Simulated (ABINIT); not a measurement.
Ir: equation of state with PBE

The system is Ir.

```
Ir
1.0
     0.00000    1.91560    1.91560
     1.91560    0.00000    1.91560
     1.91560    1.91560    0.00000
Ir
1
Direct
  0.00000 0.00000 0.00000
```

```
Program             : ABINIT 10.8.3 (patched build)
Task                : equation of state
Functional          : PBE
Potentials or basis : JTH PAW PBE v2.0
Cutoff              : 435 eV
k mesh              : 12 × 12 × 12
Occupations         : fermi-dirac, width 0.05 eV
Spin                : no spin polarisation
```

| Quantity | Value |
| --- | --- |
| Equilibrium volume | 14.47 Å³/atom |
| Bulk modulus | 342 GPa |
| Pressure derivative of the bulk modulus | 6.0 (rough: it moves with the points fitted) |

Energy against volume, from the lowest point:
| volume (Å³/atom) | energy (meV/atom) |
| --- | --- |
| 13.215 | 143.15 |
| 13.496 | 81.48 |
| 13.778 | 38.72 |
| 14.059 | 12.58 |
| 14.340 | 0.09 |
| 14.621 | 0.00 |
| 14.902 | 11.50 |

It took 66 s on 1 thread of Arm Neoverse V1 (shared host), peak memory 0.09 GiB.

Caveat: pressures at fixed basis lie under the slope of the energies; the log and the count of SCF iterations are those of the last ABINIT call alone. The run has no spin-orbit coupling, so splittings on Ir are missing.
